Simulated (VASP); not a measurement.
# TiAl: intraband terms of a metal's spectrum

TiAl, P4/mmm (no. 123), 2 atoms in the cell. PBE, independent-particle dielectric function; PAW potentials Ti_sv, Al (PBE set).

## Input

INCAR.step1:
```
SYSTEM = TiAl
PREC = Accurate
ENCUT = 320
ISMEAR = 1
SIGMA = 0.1
EDIFF = 1E-7
LASPH = .True.
KPAR = 4
LWAVE = .False.
LCHARG = .True.
LMAXMIX = 4
```

INCAR.step2:
```
SYSTEM = TiAl
PREC = Accurate
ENCUT = 320
ISMEAR = 0
SIGMA = 0.3
EDIFF = 1E-6
LASPH = .True.
KPAR = 4
LWAVE = .True.
LCHARG = .False.
LMAXMIX = 4
ICHARG = 11
NBANDS = 26
NEDOS = 3000
OMEGAMAX = 30
CSHIFT = 0.1
```

INCAR.step3, as INCAR.step2 but for:
```
- LWAVE = .True.
+ LWAVE = .False.
+ LOPTICS = .True.
+ ALGO = None
+ NELM = 1
+ ISTART = 1
```

INCAR.step4, as INCAR.step3 but for:
```
+ WPLASMAI = 0.03
```

INCAR.step5 to INCAR.step6 change the same tag again: WPLASMAI = 0.1, 0.3.

INCAR.step7, as INCAR.step6 but for:
```
- WPLASMAI = 0.3
+ RTIME = 1
```

INCAR.step8, as INCAR.step7 but for:
```
- RTIME = 1
+ RTIME = 5
```

INCAR.step9, as INCAR.step8 but for:
```
- RTIME = 5
+ LNABLA = .True.
```

INCAR.step10, as INCAR.step9 but for:
```
- ISMEAR = 0
- LNABLA = .True.
+ ISMEAR = -5
```

KPOINTS.step1:
```
k-points
0
Gamma
  9 9 7
```

KPOINTS.step2:
```
k-points
0
Gamma
  14 14 10
```

POSCAR:
```
TiAl
1.0
    2.8373000000      0.0000000000      0.0000000000
    0.0000000000      2.8373000000      0.0000000000
    0.0000000000      0.0000000000      4.0591000000
Ti Al
1 1
Direct
    0.0000000000      0.0000000000      0.0000000000
    0.5000000000      0.5000000000      0.5000000000
```

Commands (each step's output is kept before the next begins):
```
cat potpaw_PBE.64/Ti_sv/POTCAR potpaw_PBE.64/Al/POTCAR > POTCAR
cp INCAR.step1 INCAR
cp KPOINTS.step1 KPOINTS
mpirun -np 4 vasp_std > vasp.out
cp INCAR.step2 INCAR
cp KPOINTS.step2 KPOINTS
mpirun -np 4 vasp_std > vasp.out
cp INCAR.step3 INCAR
mpirun -np 4 vasp_std > vasp.out
cp INCAR.step4 INCAR
mpirun -np 4 vasp_std > vasp.out
cp INCAR.step5 INCAR
mpirun -np 4 vasp_std > vasp.out
cp INCAR.step6 INCAR
mpirun -np 4 vasp_std > vasp.out
cp INCAR.step7 INCAR
mpirun -np 4 vasp_std > vasp.out
cp INCAR.step8 INCAR
mpirun -np 4 vasp_std > vasp.out
cp INCAR.step9 INCAR
mpirun -np 4 vasp_std > vasp.out
cp INCAR.step10 INCAR
mpirun -np 4 vasp_std > vasp.out
```

## Result

- Bands: 26

One ground state, settings moved in the last step alone:

| Settings | Plasma frequency (eV) | Im ε at 0.5 eV | Im ε at 1 eV | Im ε at 2 eV | Im ε at 4 eV | Time (s) |
|---|---|---|---|---|---|---|
| interband part alone | 4.76 | 38.2 | 24.9 | 17.4 | 8.8 | 11 |
| Drude term, WPLASMAI 0.03 | 4.76 | 43.6 | 25.6 | 17.5 | 8.8 | 10 |
| Drude term, WPLASMAI 0.1 | 4.76 | 55.7 | 27.2 | 17.7 | 8.8 | 10 |
| Drude term, WPLASMAI 0.3 | 4.76 | 78.3 | 31.2 | 18.2 | 8.9 | 11 |
| relaxation time RTIME 1 fs | 4.76 | 81.9 | 35.3 | 19.1 | 9.0 | 12 |
| relaxation time RTIME 5 fs | 4.76 | 60.6 | 27.9 | 17.8 | 8.8 | 9 |
| transversal form (LNABLA) | 4.69 | 38.4 | 25.0 | 17.6 | 9.1 | 8 |
| tetrahedron method | – | – | – | – | – | no result |

VASP 6.6.1 took 92 s on 4 cores (Intel Xeon Platinum 8259CL @ 2.50GHz (Skylake/Cascade Lake)), a shared host.
